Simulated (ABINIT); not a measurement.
**Beyond one shot: BN (P6_3mc)**

Aim: iterate the self-energy on BN (P6_3mc) and follow the gap from cycle to cycle.

Main program and level: ABINIT 10.8.3; LDA and many-body steps on it, plane waves.

The database entry behind the starting cell has ideal inner coordinates that were not refined, so it need not match the best structure at ambient conditions.

### 1. Set-up

The structure is hexagonal, space group P6_3mc (No. 186). The conventional cell has a = 2.536 Å, b = 2.536 Å, c = 4.199 Å, α = 90.00°, β = 90.00°, γ = 120.00°. Nearest to B lie 4 N at 1.56 to 1.57 Å. Nearest to N lie 4 B at 1.56 to 1.57 Å. Farther neighbours and most contacts between anions are not listed.

The cell and positions come from the Crystallography Open Database and are kept as given unless a step says otherwise. This is not the form that BN usually takes at ambient conditions.

### 2. Empty states on the mesh, 6×6×4 mesh, 128 bands

This step: ABINIT 10.8.3; DFT, LDA, plane waves, norm-conserving pseudopotentials.

The sums over transitions need many empty states on a uniform mesh; this step solves for them.

Input file run.abi:

```
acell 3*1.0 Angstrom
rprim 
  2.536000000002 -0.000000000000 0.000000000000
  -1.268000000000 2.196240423999 0.000000000000
  0.000000000000 0.000000000000 4.199000000000
ntypat 2
znucl 5 7
natom 4
typat 1 1 2 2
xred 
  0.666666666667 0.333333333333 0.000000000000
  0.333333333333 0.666666666667 0.500000000000
  0.666666666667 0.333333333333 0.375000000000
  0.333333333333 0.666666666667 0.875000000000
pp_dirpath "pseudos"
pseudos "B.upf, N.upf"
ecut 36
ngkpt 6 6 4
nshiftk 1
shiftk 0 0 0
kptopt 1
chksymbreak 0
irdden 1
istwfk *1
nband 128
prtvol 0
optdriver 6
gwr_task "HDIAGO"
paral_kgb 0
occopt 1
indata_prefix "in"
outdata_prefix "out"
tmpdata_prefix "tmp"
```

Launch:

```
$ OMP_NUM_THREADS=1 mpirun -n 4 abinit run.abi > log
```

Output:

```text
.Version 10.8.3 of ABINIT. v10.8.2 released Aug 2026.

 Symmetries : space group P6_3 m c (#186); Bravais hP (primitive hexag.)
[... echo of the input left out ...]
== DATASET  1 ==================================================================
-   mpi_nproc: 4, omp_nthreads: 1 (-1 if OMP is not activated)

--- !DatasetInfo
iteration_state: {dtset: 1, }
dimensions: {natom: 4, nkpt: 21, mband: 128, nsppol: 1, nspinor: 1, nspden: 1, mpw: 1677, }
cutoff_energies: {ecut:  36.0, pawecutdg:  -1.0, }
[...]
Indirect band gap semiconductor
 Fundamental gap:     5.052 (eV)
   VBM:     8.288 (eV) at k: [ 0.0000E+00,  0.0000E+00,  0.0000E+00]
   CBM:    13.340 (eV) at k: [ 3.3333E-01,  3.3333E-01,  0.0000E+00]
 Direct gap:         8.334 (eV) at k: [ 1.6667E-01,  0.0000E+00,  0.0000E+00]

== END DATASET(S) ==============================================================
================================================================================

 -outvars: echo values of variables after computation  --------
           etotal      0.0000000000E+00
            nband         128
             nkpt          21
          spgroup         186
 [... the other variables as echoed above ...]

 Calculation completed.
```

Elapsed: 24 s, on 4 MPI ranks of Arm Neoverse V2, shared host; peak memory 0.83 GiB; 96 s of CPU time.

This step gave:

```
gap                                                           : 5.052 eV
k of the valence top                                          : 0, 0, 0
k of the conduction bottom                                    : 0.3333, 0.3333, 0
least direct gap                                              : 8.334 eV
k points computed                                             : 21
lowest point of the top converged band, above the valence top : 144.7222 eV
```

On this mesh the gap is 5.052 eV.

The density comes from a self-consistent run that is not shown.

### 3. Screening, 6×6×4 mesh, 120 bands, screening to 244.9 eV

The RPA dielectric matrix is built and inverted for each q.

This step: RPA screening on LDA, plane waves, norm-conserving pseudopotentials.

run.abi: that of step 2 with these lines changed.

```diff
@@ -22,10 +22,11 @@
 chksymbreak 0
-irdden 1
 istwfk *1
-nband 128
-prtvol 0
-optdriver 6
-gwr_task "HDIAGO"
-paral_kgb 0
 occopt 1
+irdwfk 1
+optdriver 3
+nband 120
+ecuteps 9
+inclvkb 2
+awtr 1
+symchi 1
 indata_prefix "in"
```

Output:

```text
.Version 10.8.3 of ABINIT. v10.8.2 released Aug 2026.

 Symmetries : space group P6_3 m c (#186); Bravais hP (primitive hexag.)
[... echo of the input left out ...]
== DATASET  1 ==================================================================
-   mpi_nproc: 4, omp_nthreads: 1 (-1 if OMP is not activated)

--- !DatasetInfo
iteration_state: {dtset: 1, }
dimensions: {natom: 4, nkpt: 21, mband: 120, nsppol: 1, nspinor: 1, nspden: 1, mpw: 1677, }
cutoff_energies: {ecut:  36.0, pawecutdg:  -1.0, }
electrons: {nelect:   1.60000000E+01, charge:   0.00000000E+00, occopt:   1.00000000E+00, tsmear:   1.00000000E-02, }

 SCREENING: Calculation of the susceptibility and dielectric matrices

 Based on a program developped by R.W. Godby, V. Olevano, G. Onida, and L. Reining.
 Incorporated in ABINIT by V. Olevano, G.-M. Rignanese, and M. Torrent.
.Using double precision arithmetic ; gwpc =  8

[... cell and pseudopotentials left out ...]
--------------------------------------------------------------------------------

 ==== K-mesh for the wavefunctions ====
 Number of points in the irreducible wedge :    21
[... list of points left out ...]
 Together with 12 symmetry operations and time-reversal symmetry
 yields   144 points in the full Brillouin Zone.

 ==== Q-mesh for the screening function ====
 Number of points in the irreducible wedge :    21
[... list of points left out ...]
 Together with 12 symmetry operations and time-reversal symmetry
 yields   144 points in the full Brillouin Zone.

 setmesh: FFT mesh size selected  =    18x   18x   36
          total number of points  =        11664

 vcoul_init : cutoff-mode = AUXILIARY_FUNCTION
 q-points for optical limit:   1
     1)      0.000010    0.000020    0.000030

- screening: taking advantage of time-reversal symmetry
- Maximum band index for partially occupied states nbvw = 8
- Remaining bands to be divided among processors   nbcw = 112
- Number of bands treated by each node ~28

 Number of electrons calculated from density =   16.0000; Expected =   16.0000
 average of density, n =  0.101379
 r_s =    1.3304
 omega_plasma =   30.7135 [eV]

 calculating chi0 at frequencies [eV] :
  1    0.000000E+00    0.000000E+00
  2    0.000000E+00    3.071353E+01

--------------------------------------------------------------------------------
  q-point number  1        q = ( 0.000000, 0.000000, 0.000000) [r.l.u.]
--------------------------------------------------------------------------------
[... chi0 elements left out ...]
 For q-point:  0.000010 0.000020 0.000030
  dielectric constant =   4.3874
  dielectric constant without local fields =   4.7384

  Average fulfillment of the sum rule on Im[epsilon] for q-point    1 :     88.92  [%]
[... wings left out ...]
  q-point number  2        q = ( 0.166667, 0.000000, 0.000000) [r.l.u.]
--------------------------------------------------------------------------------
[... chi0 elements left out ...]
  Average fulfillment of the sum rule on Im[epsilon] for q-point    2 :     95.22  [%]

 [... 19 further q-points ...]
```

Wall time 85 s (4 MPI ranks); peak memory 0.91 GiB.

This step gave:

* ε∞ with local fields, on this mesh, along the program's q direction: 4.387
* the same without local fields: 4.738
* plasma frequency: 30.71 eV
* plane waves in the screening matrix: 209

Local fields lower ε∞ by 7 %. On a Γ-centred mesh this coarse the value itself is usually too large, while a short band sum pulls it down.

### 4. G0W0

The self-energy is evaluated for the states that the input lists, and the levels follow from it, in one-shot runs by the linearised quasiparticle equation.

This step: G0W0 on LDA, plane waves, norm-conserving pseudopotentials.

run.abi: that of step 3 with these lines changed.

```diff
@@ -25,8 +25,25 @@
 irdwfk 1
-optdriver 3
+optdriver 4
 nband 120
+gwcalctyp 0
+ecutsigx 36
+symsigma 1
+nkptgw 6
+kptgw 
+  0.0000000000 0.0000000000 0.0000000000
+  0.3333333333 0.3333333333 0.0000000000
+  0.1666666667 0.0000000000 0.0000000000
+  0.5000000000 0.0000000000 0.0000000000
+  0.0000000000 0.0000000000 0.5000000000
+  0.5000000000 0.0000000000 0.5000000000
+bdgw 
+  7 10
+  7 11
+  7 10
+  7 10
+  5 10
+  7 10
 ecuteps 9
-inclvkb 2
-awtr 1
-symchi 1
+irdscr 1
+ppmodel 1
 indata_prefix "in"
```

Output:

```text
.Version 10.8.3 of ABINIT. v10.8.2 released Aug 2026.

 Symmetries : space group P6_3 m c (#186); Bravais hP (primitive hexag.)
[... echo of the input left out ...]
== DATASET  1 ==================================================================
-   mpi_nproc: 4, omp_nthreads: 1 (-1 if OMP is not activated)

--- !DatasetInfo
iteration_state: {dtset: 1, }
dimensions: {natom: 4, nkpt: 21, mband: 120, nsppol: 1, nspinor: 1, nspden: 1, mpw: 1677, }
cutoff_energies: {ecut:  36.0, pawecutdg:  -1.0, }
electrons: {nelect:   1.60000000E+01, charge:   0.00000000E+00, occopt:   1.00000000E+00, tsmear:   1.00000000E-02, }

 SIGMA: Calculation of the GW corrections

 Based on a program developped by R.W. Godby, V. Olevano, G. Onida, and L. Reining.
 Incorporated in ABINIT by V. Olevano, G.-M. Rignanese, and M. Torrent.
.Using double precision arithmetic ; gwpc =  8

[... cell and pseudopotentials left out ...]
--------------------------------------------------------------------------------

 ==== K-mesh for the wavefunctions ====
 Number of points in the irreducible wedge :    21
[... list of points left out ...]
 Together with 12 symmetry operations and time-reversal symmetry
 yields   144 points in the full Brillouin Zone.

 ==== Q-mesh for screening function ====
 Number of points in the irreducible wedge :    21
[... list of points left out ...]
 Together with 12 symmetry operations and time-reversal symmetry
 yields   144 points in the full Brillouin Zone.

 vcoul_init : cutoff-mode = AUXILIARY_FUNCTION
 q-points for optical limit:   1
     1)      0.000010    0.000020    0.000030
 setmesh: FFT mesh size selected  =    27x   27x   48
          total number of points  =        34992

 Number of electrons calculated from density =   16.0000; Expected =   16.0000
 average of density, n =  0.101379
 r_s =    1.3304
 omega_plasma =   30.7135 [eV]

 === KS Band Gaps ===
  >>>> For spin  1
   Minimum direct gap =   8.3337 [eV], located at k-point      :   0.1667  0.0000  0.0000
   Fundamental gap    =   5.0516 [eV], Top of valence bands at :   0.0000  0.0000  0.0000
                                       Bottom of conduction at :   0.3333  0.3333  0.0000
 SIGMA fundamental parameters:
 PLASMON POLE MODEL  1
 number of plane-waves for SigmaX                 1677
 number of plane-waves for SigmaC and W            209
 number of plane-waves for wavefunctions          1677
 number of bands                                   120
 number of independent spin polarizations            1
 number of spinorial components                      1
 number of k-points in IBZ                          21
 number of q-points in IBZ                          21
 number of symmetry operations                      12
 number of k-points in BZ                          144
 number of q-points in BZ                          144
 number of frequencies for dSigma/dE                 9
 frequency step for dSigma/dE [eV]                0.25
 number of omega for Sigma on real axis              0
 max omega for Sigma on real axis  [eV]           0.00
 zcut for avoiding poles [eV]                     0.10

 EPSILON^-1 parameters (SCR file):
 dimension of the eps^-1 matrix on file            209
 dimension of the eps^-1 matrix used               209
 number of plane-waves for wavefunctions          1677
 number of bands                                   120
 number of q-points in IBZ                          21
 number of frequencies                               2
 number of real frequencies                          1
 number of imag frequencies                          1

 matrix elements of self-energy operator (all in [eV])

 Perturbative Calculation

--- !SelfEnergy_ee
iteration_state: {dtset: 1, }
kpoint     : [   0.000,    0.000,    0.000, ]
spin       : 1
KS_gap     :    8.372
QP_gap     :   10.501
Delta_QP_KS:    2.129
data: !SigmaeeData |
     Band     E0 <VxcDFT>   SigX SigC(E0)      Z dSigC/dE  Sig(E)    E-E0       E
        7   8.288 -18.494 -22.214   2.624   0.826  -0.211 -19.399  -0.906   7.383
        8   8.288 -18.494 -22.214   2.624   0.826  -0.211 -19.399  -0.906   7.383
        9  16.661 -13.646  -6.988  -5.207   0.843  -0.186 -12.422   1.223  17.884
       10  16.661 -13.646  -6.988  -5.207   0.843  -0.186 -12.422   1.223  17.884

--- !SelfEnergy_ee
iteration_state: {dtset: 1, }
kpoint     : [   0.333,    0.333,    0.000, ]
spin       : 1
KS_gap     :   10.505
QP_gap     :   12.877
Delta_QP_KS:    2.372
data: !SigmaeeData |
     Band     E0 <VxcDFT>   SigX SigC(E0)      Z dSigC/dE  Sig(E)    E-E0       E
        7   2.835 -16.145 -21.465   3.614   0.817  -0.225 -17.538  -1.392   1.443
        8   2.835 -16.145 -21.465   3.614   0.817  -0.225 -17.538  -1.392   1.443
[...]
--- !SelfEnergy_ee
iteration_state: {dtset: 1, }
kpoint     : [   0.167,    0.000,    0.000, ]
spin       : 1
KS_gap     :    8.334
QP_gap     :   10.359
Delta_QP_KS:    2.026
data: !SigmaeeData |
     Band     E0 <VxcDFT>   SigX SigC(E0)      Z dSigC/dE  Sig(E)    E-E0       E
[...]
--- !SelfEnergy_ee
iteration_state: {dtset: 1, }
kpoint     : [   0.500,    0.000,    0.000, ]
spin       : 1
KS_gap     :    8.910
QP_gap     :   10.912
Delta_QP_KS:    2.002
data: !SigmaeeData |
     Band     E0 <VxcDFT>   SigX SigC(E0)      Z dSigC/dE  Sig(E)    E-E0       E
[...]
--- !SelfEnergy_ee
iteration_state: {dtset: 1, }
kpoint     : [   0.000,    0.000,    0.500, ]
spin       : 1
KS_gap     :   10.818
QP_gap     :   12.932
Delta_QP_KS:    2.114
data: !SigmaeeData |
     Band     E0 <VxcDFT>   SigX SigC(E0)      Z dSigC/dE  Sig(E)    E-E0       E
[...]
--- !SelfEnergy_ee
iteration_state: {dtset: 1, }
kpoint     : [   0.500,    0.000,    0.500, ]
spin       : 1
KS_gap     :   10.204
QP_gap     :   12.386
Delta_QP_KS:    2.181
data: !SigmaeeData |
     Band     E0 <VxcDFT>   SigX SigC(E0)      Z dSigC/dE  Sig(E)    E-E0       E
[...]
8   4.692 -17.031 -21.806   3.277   0.820  -0.219 -18.260  -1.229   3.463
        9  14.896 -13.387  -7.448  -4.816   0.848  -0.179 -12.435   0.952  15.849
       10  14.896 -13.387  -7.448  -4.816   0.848  -0.179 -12.435   0.952  15.849

== END DATASET(S) ==============================================================
================================================================================

 -outvars: echo values of variables after computation  --------
           etotal      0.0000000000E+00
            nband         120
             nkpt          21
          spgroup         186
 [... the other variables as echoed above ...]

 Calculation completed.
```

Elapsed: 50 s, on 4 MPI ranks; peak memory 1 GiB.

Numbers from this step:

| Quantity | Value |
| --- | --- |
| G0W0 gap on the mesh | 6.937 eV |
| starting gap on the mesh | 5.052 eV |
| k of the valence top | 0, 0, 0 |
| k of the conduction bottom | 0.3333, 0.3333, 0 |
| Z at the valence top | 0.826 |
| Z at the conduction bottom | 0.858 |
| least direct G0W0 gap on the computed points | 10.36 eV |

The gap on the mesh goes from 5.05 eV to 6.94 eV, a correction of +1.89 eV.

### 5. evGW0, cycle 1

This step: evGW0 on LDA, plane waves, norm-conserving pseudopotentials.

run.abi: that of step 4 with these lines changed.

```diff
@@ -27,20 +27,50 @@
 nband 120
-gwcalctyp 0
+gwcalctyp 10
 ecutsigx 36
 symsigma 1
-nkptgw 6
+nkptgw 21
 kptgw 
   0.0000000000 0.0000000000 0.0000000000
+  0.1666666667 0.0000000000 0.0000000000
+  0.3333333333 0.0000000000 0.0000000000
+  0.5000000000 0.0000000000 0.0000000000
+  0.1666666667 0.1666666667 0.0000000000
+  0.3333333333 0.1666666667 0.0000000000
   0.3333333333 0.3333333333 0.0000000000
-  0.1666666667 0.0000000000 0.0000000000
-  0.5000000000 0.0000000000 0.0000000000
+  0.0000000000 0.0000000000 0.2500000000
+  0.1666666667 0.0000000000 0.2500000000
+  0.3333333333 0.0000000000 0.2500000000
+  0.5000000000 0.0000000000 0.2500000000
+  0.1666666667 0.1666666667 0.2500000000
+  0.3333333333 0.1666666667 0.2500000000
+  0.3333333333 0.3333333333 0.2500000000
   0.0000000000 0.0000000000 0.5000000000
+  0.1666666667 0.0000000000 0.5000000000
+  0.3333333333 0.0000000000 0.5000000000
   0.5000000000 0.0000000000 0.5000000000
+  0.1666666667 0.1666666667 0.5000000000
+  0.3333333333 0.1666666667 0.5000000000
+  0.3333333333 0.3333333333 0.5000000000
 bdgw 
-  7 10
-  7 11
-  7 10
-  7 10
-  5 10
-  7 10
+  1 16
+  1 16
+  1 16
+  1 16
+  1 16
+  1 16
+  1 16
+  1 16
+  1 16
+  1 16
+  1 16
+  1 16
+  1 16
+  1 16
+  1 16
+  1 16
+  1 16
+  1 16
+  1 16
+  1 16
+  1 16
 ecuteps 9
```

Output:

```text
.Version 10.8.3 of ABINIT. v10.8.2 released Aug 2026.

 Symmetries : space group P6_3 m c (#186); Bravais hP (primitive hexag.)
[... echo of the input left out ...]
== DATASET  1 ==================================================================
-   mpi_nproc: 4, omp_nthreads: 1 (-1 if OMP is not activated)

--- !DatasetInfo
iteration_state: {dtset: 1, }
dimensions: {natom: 4, nkpt: 21, mband: 120, nsppol: 1, nspinor: 1, nspden: 1, mpw: 1677, }
cutoff_energies: {ecut:  36.0, pawecutdg:  -1.0, }
electrons: {nelect:   1.60000000E+01, charge:   0.00000000E+00, occopt:   1.00000000E+00, tsmear:   1.00000000E-02, }

 SIGMA: Calculation of the GW corrections

 Based on a program developped by R.W. Godby, V. Olevano, G. Onida, and L. Reining.
 Incorporated in ABINIT by V. Olevano, G.-M. Rignanese, and M. Torrent.
.Using double precision arithmetic ; gwpc =  8

[... cell and pseudopotentials left out ...]
--------------------------------------------------------------------------------

 ==== K-mesh for the wavefunctions ====
 Number of points in the irreducible wedge :    21
[... list of points left out ...]
 Together with 12 symmetry operations and time-reversal symmetry
 yields   144 points in the full Brillouin Zone.

 ==== Q-mesh for screening function ====
 Number of points in the irreducible wedge :    21
[... list of points left out ...]
 Together with 12 symmetry operations and time-reversal symmetry
 yields   144 points in the full Brillouin Zone.

 vcoul_init : cutoff-mode = AUXILIARY_FUNCTION
 q-points for optical limit:   1
     1)      0.000010    0.000020    0.000030
 setmesh: FFT mesh size selected  =    27x   27x   48
          total number of points  =        34992

 Number of electrons calculated from density =   16.0000; Expected =   16.0000
[...]
QP_gap     :   13.731
Delta_QP_KS:    2.258
data: !SigmaeeData |
     Band     E_DFT   <VxcDFT>   E(N-1)  <Hhartree>   SigX  SigC[E(N-1)]    Z     dSigC/dE  Sig[E(N)]  DeltaE  E(N)_pert E(N)_diago
[...]
--- !SelfEnergy_ee
iteration_state: {dtset: 1, }
kpoint     : [   0.333,    0.333,    0.500, ]
spin       : 1
KS_gap     :   12.490
QP_gap     :   14.729
Delta_QP_KS:    2.239
data: !SigmaeeData |
     Band     E_DFT   <VxcDFT>   E(N-1)  <Hhartree>   SigX  SigC[E(N-1)]    Z     dSigC/dE  Sig[E(N)]  DeltaE  E(N)_pert E(N)_diago
[...]
15    25.020   -16.573    25.020    41.593    -7.305    -7.271     0.793    -0.261   -14.990     1.583    26.602    27.016
       16    25.020   -16.573    25.020    41.593    -7.305    -7.271     0.793    -0.261   -14.990     1.583    26.602    27.016

 New Fermi energy :        3.982625E-01 Ha ,    1.083727E+01 eV
 New Exchange energy :    -6.765239E+00 Ha ,   -1.840915E+02 eV

 === QP Band Gaps ===
  >>>> For spin  1
   Minimum direct gap =  10.7583 [eV], located at k-point      :   0.1667  0.0000  0.0000
   Fundamental gap    =   7.2900 [eV], Top of valence bands at :   0.0000  0.0000  0.0000
                                       Bottom of conduction at :   0.3333  0.3333  0.0000

 writing QP data on file : out_QPS

 Convergence of QP corrections
 >>>>> For spin  1 <<<<<
.  kptgw no:  1; Maximum DeltaE = (  -1.969   0.008) for band index:  2
.  kptgw no:  2; Maximum DeltaE = (  -1.962   0.014) for band index:  2
.  kptgw no:  3; Maximum DeltaE = (  -1.930   0.010) for band index:  2
[...]
.  kptgw no: 20; Maximum DeltaE = (  -1.934   0.019) for band index:  2
.  kptgw no: 21; Maximum DeltaE = (  -1.937   0.013) for band index:  2

== END DATASET(S) ==============================================================
================================================================================

 -outvars: echo values of variables after computation  --------
           etotal      0.0000000000E+00
            nband         120
             nkpt          21
          spgroup         186
 [... the other variables as echoed above ...]

 Calculation completed.
```

The job ended after 18 min (4 MPI ranks; peak memory 1.4 GiB; 71 min of CPU time).

This step gave:

| Property | Result |
| --- | --- |
| quasiparticle gap on the mesh | 7.290 eV |
| gap of the density functional on the mesh | 5.052 eV |
| k of the valence top | 0, 0, 0 |
| k of the conduction bottom | 0.3333, 0.3333, 0 |
| Z at the valence top | 0.826 |
| Z at the conduction bottom | 0.858 |
| least direct quasiparticle gap on the computed points | 10.76 eV |

Against G0W0 in ABINIT (6×6×4 mesh, 120 bands, screening to 244.9 eV, Godby-Needs plasmon pole), the gap moves by +0.353 eV. This first cycle still uses the starting levels; it takes the full correction, at all points of the mesh, and its linearised value is 6.937 eV.

(Continued in part 2 of 3.)

[Paths, hosts, dates, memory and timing lines, banners, echoed tables and standing remarks are left out of the program output.]

[Logs are printed without paths, hosts, clocks, repeated set-up lines and the standing remarks that a program may print on its own settings, such as how far it seeks lower states.]

[Runs of the session that timed out or met a known fault of the program may be left out.]

[Hosts, paths, dates, database ids (printed as entryN), source tags and the programs' standing remarks are cut or masked in the printed files.]

[G0W0 gaps are taken among the corrected bands and points alone; a level outside them can change the order at an edge.]

[Where Ansatz stands beside ABINIT at settings called matched, ABINIT's density can come from a denser mesh and the files from another edition; pairs whose starting gaps differed by over 0.03 eV were left out, so agreement reads better than it is.]
